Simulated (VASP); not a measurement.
## PbS (strained rocksalt), r²SCAN single-point calculation: Ansatz's output and VASP's

```
CELL_PARAMETERS angstrom
0.00000 3.10672 2.95752
3.10672 0.00000 2.95752
3.10672 3.10672 0.00000
ATOMIC_POSITIONS crystal
Pb 0.00000 0.00000 0.00000
S 0.50000 0.50000 0.50000
```

Ansatz printed

```
SCF 1 converged in 6 iterations: F = -12827.933461 eV  dr2 = 9.50e-8
  greatest PAW one-centre occupation: 0.981 electrons in one spin orbital (limit 2), on the Pb atom at site 0 (counted from 0), in its partial waves of l = 2
NSCF: frozen V_eff on 7 k-points
SCF converged after 6 iterations
Free energy (F): -12827.933461 eV
Harris-Foulkes:  -12827.933461 eV  (|F-HF|=4.63e-8)
Internal energy: -12827.933461 eV  (E = F + TS)
E sigma→0 (E₀):  -12827.933461 eV
Fermi energy:    6.927775 eV
--- Per-component energies (eV) ---
  E_band       = -88.490910
  E_kinetic    = 390.506307
  E_local      = -1290.596673  (includes V_loc(G=0)·N_el)
  E_nonlocal   = 378.947238
  E_hartree    = 499.862754
  E_xc         = -299.781531
  E_vxc        = -238.886612  (∫ρ·V_xc dr)
  E_paw        = -11040.071936  (= ΣΔE_a)
  E_vpaw       = -343.108798  (= ΣTr[D̂ρ^β])
  E_aug_tail   = 0.000020  (compensation charges beyond the density's cutoff)
  E_vtau       = 14.918553  (kinetic-family band-sum trace: ∫τ·v_τ [+ j·A + Jᵃ·Aᵃ] dr)
  E_ewald      = -1467.655375
  E_core_change = 0.855736  (= ΣΔE_core)
  E_smearing   = -0.000000  (= −TS)
  E_closure    = 0.000000  (closes the sum)
  Σ components = -12827.933461   (vs F -12827.933461, Δ=0.00e0)
--- Forces (eV/Å), atoms counted from 1 ---
  atom   1  Pb     0.00000000     0.00000000     0.00000000
  atom   2  S      0.00000000     0.00000000    -0.00000000
  max |Σ_I F_I| component: 6.31e-30 eV/Å
--- Stress (GPa, compression-positive) ---
       -4.640536       0.000000       0.000000
        0.000000      -4.640536       0.000000
        0.000000       0.000000      -0.004417
  P = ⅓ Tr σ = -3.0952 GPa (-30.952 kbar)
--- Band table (eV; the first three rows and the last of 59) ---
  k-point 0: bands = ["-10.4299", "-10.4136", "-10.4111", "-10.4111", "-10.3810", "-6.4682", "0.7167", "4.7944", "5.2052", "5.2052", "11.9021", "11.9021", "12.9966", "14.1993"]
  k-point 1: bands = ["-10.4285", "-10.4159", "-10.4091", "-10.4062", "-10.3831", "-6.3517", "0.3435", "4.9468", "5.2207", "5.3898", "10.9596", "11.2796", "12.1190", "14.1639"]
  k-point 2: bands = ["-10.4264", "-10.4224", "-10.4058", "-10.3934", "-10.3855", "-6.0334", "-0.4818", "5.1604", "5.2694", "5.9170", "9.5095", "10.2517", "10.8418", "14.2983"]
  k-point 58: bands = ["-10.4983", "-10.4492", "-10.3915", "-10.3647", "-10.3647", "-4.9669", "-0.3867", "2.2589", "3.8752", "3.8752", "11.3343", "12.5155", "12.5155", "13.0422"]
```

The two codes use different PAW datasets and cutoffs. VASP's cell holds 20 valence electrons and Ansatz's 20. Ansatz's stress includes a Pulay correction; VASP's doesn't.

**Question.** What does VASP give for the same cell and level of theory?

**Answer.** gap between bands v and c 0.86 eV; least direct gap 0.86 eV; pressure -3.1 GPa.

From OUTCAR

```
k-points           NKPTS =     59   k-points in BZ     NKDIM =     59   number of bands    NBANDS=     17

   NELECT =      20.0000    total number of electrons

   dimension x,y,z NGX =    32 NGY =   32 NGZ =   36
   dimension x,y,z NGXF=    64 NGYF=   64 NGZF=   72

  energy-cutoff  :      520.00
  volume of cell :       57.09
      direct lattice vectors                 reciprocal lattice vectors
     0.000000000  3.106721983  2.957515005    -0.160941340  0.160941340  0.169060850
     3.106721983  0.000000000  2.957515005     0.160941340 -0.160941340  0.169060850
     3.106721983  3.106721983  0.000000000     0.160941340  0.160941340 -0.169060850

 k-points in reciprocal lattice and weights: KPOINTS created by Atomic Simulation Env
   0.00000000  0.00000000  0.00000000       0.002
   0.12500000  0.00000000  0.00000000       0.016
   0.25000000  0.00000000  0.00000000       0.016
   0.37500000  0.00000000  0.00000000       0.016
   0.50000000  0.00000000  0.00000000       0.008
   0.12500000  0.12500000  0.00000000       0.004
   0.25000000  0.12500000  0.00000000       0.016
   0.37500000  0.12500000  0.00000000       0.016
   ...

 E-fermi :   4.6016

 k-point     1 :       0.0000    0.0000    0.0000
  band No.  band energies     occupation
      1     -12.7872      2.00000
      2     -12.7746      2.00000
      3     -12.7664      2.00000
      4     -12.7664      2.00000
      5     -12.7404      2.00000
      6      -8.8716      2.00000
      7      -1.7023      2.00000
      8       2.3949      2.00000
      9       2.8046      2.00000
     10       2.8046      2.00000
     11       9.4965      0.00000
     12       9.4965      0.00000
     13      10.5916      0.00000
     14      11.8269      0.00000
     15      11.8269      0.00000
     16      12.1082      0.00000
     17      13.3148      0.00000

 k-point     2 :       0.1250    0.0000    0.0000
  band No.  band energies     occupation
      1     -12.7858      2.00000
      2     -12.7763      2.00000
      3     -12.7644      2.00000
      4     -12.7620      2.00000
      5     -12.7424      2.00000
      6      -8.7551      2.00000
      7      -2.0741      2.00000
      8       2.5468      2.00000
      9       2.8200      2.00000
     10       2.9876      2.00000
     11       8.5559      0.00000
     12       8.8771      0.00000
     13       9.7181      0.00000
     14      11.7814      0.00000
     15      12.1996      0.00000
     16      12.3343      0.00000
     17      14.3307      0.00000

 k-point     3 :       0.2500    0.0000    0.0000
  band No.  band energies     occupation
      1     -12.7837      2.00000
      2     -12.7824      2.00000
      3     -12.7616      2.00000
      4     -12.7496      2.00000
      5     -12.7442      2.00000
      6      -8.4363      2.00000
      7      -2.8977      2.00000
      8       2.7602      2.00000
      9       2.8684      2.00000
     10       3.5114      2.00000
     11       7.1059      0.00000
     12       7.8508      0.00000
     13       8.4421      0.00000
     14      11.9112      0.00000
     15      13.1022      0.00000
     16      13.1207      0.00000
     17      16.1626      0.00000

 k-point     4 :       0.3750    0.0000    0.0000
  band No.  band energies     occupation
      1     -12.7890      2.00000
      2     -12.7835      2.00000
      3     -12.7632      2.00000
      4     -12.7400      2.00000
      5     -12.7367      2.00000
      6      -8.0373      2.00000
      7      -3.7090      2.00000
      8       2.9363      2.00000
      9       2.9491      2.00000
     10       4.1147      2.00000
     11       5.9575      0.00000
     12       7.0756      0.00000
     13       7.4645      0.00000
     14      12.7055      0.00000
     15      14.2816      0.00000
     16      14.4083      0.00000
     17      16.4652      0.00000

 k-point     5 :       0.5000    0.0000    0.0000
  band No.  band energies     occupation
      1     -12.7917      2.00000
      2     -12.7840      2.00000
      3     -12.7645      2.00000
      4     -12.7372      2.00000
      5     -12.7313      2.00000
      6      -7.8327      2.00000
      7      -4.0668      2.00000
      8       2.9717      2.00000
      9       3.0357      2.00000
     10       4.5174      2.00000
     11       5.3797      0.00000
     12       6.7894      0.00000
     13       7.0874      0.00000
     14      13.5633      0.00000
     15      15.0754      0.00000
     16      15.4725      0.00000
     17      15.5172      0.00000

 ...

  Total       -1.6666072     -1.6666072     -0.0068563      0.0000000      0.0000000      0.0000000
  in kB      -46.7715856    -46.7715856     -0.1924140      0.0000000      0.0000000      0.0000000
  external PRESSURE =     -31.2451951 kB  Pullay stress =       0.0000000 kB

 POSITION                                       TOTAL-FORCE (eV/Angst)
 -----------------------------------------------------------------------------------
      0.00000      0.00000      0.00000         0.000000      0.000000     -0.000000
      3.10672      3.10672      2.95752         0.000000     -0.000000      0.000000
 -----------------------------------------------------------------------------------
    total drift:                                0.000000     -0.000000     -0.000000

  FREE ENERGIE OF THE ION-ELECTRON SYSTEM (eV)
  ---------------------------------------------------
  free  energy   TOTEN  =       -65.5440718864 eV

  energy  without entropy=      -65.5440718864  energy(sigma->0) =      -65.54407189
```
